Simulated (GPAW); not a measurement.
A run of GPAW 26.7.0:

File run.py:

```python
from ase.eos import EquationOfState
from ase.io import Trajectory, read
from ase.units import GPa
from gpaw import GPAW, PW, setup_paths

setup_paths.insert(0, '.')

atoms = read('MgS.xyz')

traj = Trajectory('eos.traj', 'w')
volumes, energies = [], []
for x in [0.94, 0.96, 0.98, 1.0, 1.02, 1.04, 1.06]:
    a = atoms.copy()
    a.set_cell(atoms.cell * x**(1 / 3), scale_atoms=True)
    calc = GPAW(mode=PW(800),
                xc='LDA',
                kpts={'size': (7, 7, 7), 'gamma': True},
                occupations={'name': 'fermi-dirac', 'width': 0.05},
                nbands=16,
                convergence={'density': 1e-05, 'energy': 1e-05},
                maxiter=150,
                txt=f'eos-{x:.2f}.txt')
    a.calc = calc
    energies.append(a.get_potential_energy(force_consistent=True))
    volumes.append(a.get_volume())
    p = -a.get_stress()[:3].mean() / GPa
    calc.write(f'eos-{x:.2f}.gpw')
    traj.write(a)
    print(f'{x:.2f} {volumes[-1]:10.4f} A^3 {energies[-1]:14.6f} eV {p:9.3f} GPa', flush=True)

v0, e0, B = EquationOfState(volumes, energies, eos='birchmurnaghan').fit()
print(f'V0 = {v0:.4f} A^3, E0 = {e0:.6f} eV, B0 = {B / GPa:.2f} GPa')
```

The input MgS.xyz:

```xyz
2
Lattice="0.0000000000 2.6016500000 2.6016500000 2.6016500000 0.0000000000 2.6016500000 2.6016500000 2.6016500000 0.0000000000" Properties=species:S:1:pos:R:3 pbc="T T T"
S      2.6016500000      2.6016500000      2.6016500000
Mg     0.0000000000      0.0000000000      0.0000000000
```

Potentials or basis: PAW data sets generated in the run's folder for this functional, pw.

Command:

```sh
$ gpaw-setup -f LDA Mg S
$ OMP_NUM_THREADS=1 python run.py
```

Hardware: 1 thread of Arm Neoverse V1, with other jobs on the host.

**Question.** How long does it take, and how much memory?

**Answer.** It took 71 s on 1 thread of Arm Neoverse V1, on a shared host, peak memory 0.25 GiB. Counts: scf iterations 63, plane waves 1807, bands 16, k points 20.
